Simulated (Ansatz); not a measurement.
## Fields on a plane of InCuS2 (chalcopyrite)

```xyz
8
Lattice="-2.7416 2.7416 5.5219 2.7416 -2.7416 5.5219 2.7416 2.7416 -5.5219" Properties=species:S:1:pos:R:3 pbc="T T T"
Cu     0.0000     2.7416     2.7609
Cu     0.0000     0.0000     0.0000
In     2.7416     0.0000     2.7609
In     0.0000     0.0000     5.5219
S      1.3708     1.1903    -1.3805
S      1.3708     1.5513     4.1414
S      1.5513    -1.3708     6.9024
S      1.1903     4.1124     1.3805
```

The slice is a (100) plane (indices of the conventional cell) through the point (0.092, 0.125, 0.467) (fractional), spanned by u = [101] and v = [110] in vectors of this cell: u (5.48 Å) and v (11.04 Å, at 90° to u). It covers one period; positions are fractions (u, v).

Atoms on it: S at (0.00, 0.00); S at (0.07, 0.50); S at (0.53, 0.75), 0.2 Å off the plane; S at (0.53, 0.25), 0.2 Å off the plane. Other atoms lie within 1 Å of the plane.

All values below come from PBEsol (plane waves to 420 eV, PAW, scalar-relativistic; Ansatz, a program for electronic structure). k mesh 9×9×9. These are valence fields of a PAW run, semicore shells included where kept as valence: close to a nucleus they are smooth pseudo fields. At this level the bands of InCuS2 touch or barely overlap; measurements give the solid a gap. InCuS2 is run without spin polarisation. InCuS2 was relaxed with its symmetry unable to fall.

```
|88997722000000116699|
|88773311112211112266|
|22111122558877331111|
|00001155998899882200|
|0000116699xxxx994400|
|00001144998899883300|
|22221111558888441111|
|88885511112211111144|
|99889944000000113388|
|xxxx9966000000005599|
|99889944000000113388|
|88885511112211111144|
|22221111558888441111|
|00001144998899883300|
|0000116699xxxx994400|
|00001155998899882200|
|22111122558877331111|
|88773311112211112266|
|88997722000000116699|
|xx778833000000118888|
```
Scale: ten equal steps from 0.02 (start of '0') to 0.86 (end of '9'), in the order '0123456789'. Values: electron localisation function (ELF). The map has 10 points along u (two characters each, u = 0 at the left) and 20 along v (v = 0 in the bottom row). Points within 0.5 Å of a nucleus are blanked (x), as the pseudised field means little there.

```
|xx-*#%@@+x|
|:==-+%@%#+|
|%#+-=:=#%%|
|@%#+xxx:%@|
|@@@*xxxx%@|
|%@@#xxx *#|
|%@%%#--=-*|
|--*%@@#=-+|
|xxx#@@%** |
|xxx*@@%#*x|
|xxx#@@%** |
|--*%@@#=-+|
|%@%%#--=-*|
|%@@#xxx *#|
|@@@*xxxx%@|
|@%#+xxx:%@|
|%#+-=:=#%%|
|:==-+%@%#+|
|xx-*#%@@+x|
|xx.#%@@@:x|
```
Scale: ten equal steps from 0.56 (start of ' ') to 7.96 (end of '@'), in the order ' .:-=+*#%@'. Values: electrostatic potential energy of an electron, from the cell's mean, in eV. The map has 10 points along u (one character each, u = 0 at the left) and 20 along v (v = 0 in the bottom row). Points within 1 Å of a nucleus are blanked (x), as the pseudised field means little there. The zero, the cell's mean, hangs on the PAW cores.
